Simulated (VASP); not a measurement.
Crystal: Pd.

```xyz
1
Lattice="-1.5432 1.5432 1.5432 1.5432 -1.5432 1.5432 1.5432 1.5432 -1.5432" Properties=species:S:1:pos:R:3 pbc="T T T"
Pd    0.0000    0.0000    0.0000
```

This isn't the form of Pd at room conditions, which is fcc.

* Program: VASP 6.6.1
* Task: relaxation of cell and atoms
* Functional: PBE
* Potentials or basis: VASP PAW PBE potentials, release 64 (Pd)
* Cutoff: 600 eV
* k mesh: 18 × 18 × 18
* Occupations: gaussian, width 0.1 eV
* Spin: no spin polarisation

At the start: pressure 8.8 GPa; volume 14.70 Å³/atom.

**Question.** Where does the relaxation end?

**Answer.** Over 4 steps the energy falls by 18.3 meV/atom and the volume is 15.40 Å³/atom (+4.8 %); space group Im-3m (No. 229, to 0.05 Å).

Step by step:
| step | energy change (eV) | largest force (eV/Å) | pressure (GPa) | volume (Å³) |
| --- | --- | --- | --- | --- |
| 1 | 0.0000 | 0.0000 | 8.80 | 14.70 |
| 2 | 0.0154 | 0.0000 | -9.25 | 16.49 |
| 3 | -0.0183 | 0.0000 | -0.12 | 15.41 |
| 4 | -0.0183 | 0.0000 | 0.04 | 15.40 |

Final structure:
```cif
data_structure
_symmetry_space_group_name_H-M 'P 1'
_symmetry_Int_Tables_number 1
_cell_length_a 2.7147
_cell_length_b 2.7147
_cell_length_c 2.7147
_cell_angle_alpha 109.471
_cell_angle_beta 109.471
_cell_angle_gamma 109.471
_cell_volume 15.40
loop_
_atom_site_label
_atom_site_type_symbol
_atom_site_fract_x
_atom_site_fract_y
_atom_site_fract_z
_atom_site_occupancy
Pd1 Pd 0.00000 0.00000 0.00000 1
```
